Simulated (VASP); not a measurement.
Set up this calculation in VASP 6.6.1, as the native input.

```
Task                   : relaxation of shape and atoms at fixed volume
Functional             : PBEsol
Potentials or basis    : VASP PAW PBE potentials, release 64 (Zn)
Cutoff                 : 600 eV
k mesh                 : 18 × 18 × 8
Occupations            : methfessel-paxton, width 0.1 eV
Spin                   : no spin polarisation
Further INCAR settings : ALGO = Normal; EDIFF = 1e-07; IBRION = 2; EDIFFG = -0.01; NSW = 40; ISIF = 4
```

The structure of Zn lies in POSCAR:

```
Zn                                      
1.0
    2.5648257252      0.0000000000      0.0000000000
   -1.2824128626      2.2212042343      0.0000000000
    0.0000000000      0.0000000000      4.8103926188
  Zn            
     2
Direct
     0.3333333332999970    0.6666666667000030    0.2500000000000000
     0.6666666667000030    0.3333333332999970    0.7500000000000000
```

The cell isn't the ideal one: a relaxed cell with its volume scaled by 0.96.

These files were run (other wordings do the same):

INCAR

```
SYSTEM = Zn
PREC = Accurate
ENCUT = 600
EDIFF = 1E-7
ISMEAR = 1
SIGMA = 0.1
LREAL = .False.
LASPH = .True.
NELM = 80
ALGO = Normal
ISIF = 4
LWAVE = .False.
LCHARG = .False.
GGA = PS
IBRION = 2
NSW = 40
EDIFFG = -0.01
```

KPOINTS

```
Automatic mesh
0
Gamma
  18 18 8
  0 0 0
```

Potentials or basis: VASP PAW PBE potentials, release 64 (Zn).

Launch:

```sh
$ cat potpaw_PBE.64/Zn/POTCAR > POTCAR
$ mpirun -np 1 vasp_std > vasp.out
```

It gave:

```json
{
  "Energy gained by relaxing": "1.6 meV/atom",
  "Ionic steps": "5",
  "Pressure after relaxing": "3.5 GPa",
  "Band gap on the k mesh": "none (metal or under the smearing width)"
}
```

Caveat: the PAW data sets were made with another functional, which shifts forces and pressure a little.

It took 2.9 min on 1 thread of AMD EPYC 9R45 96-Core Processor (Zen 5) (shared host), peak memory 0.17 GiB.
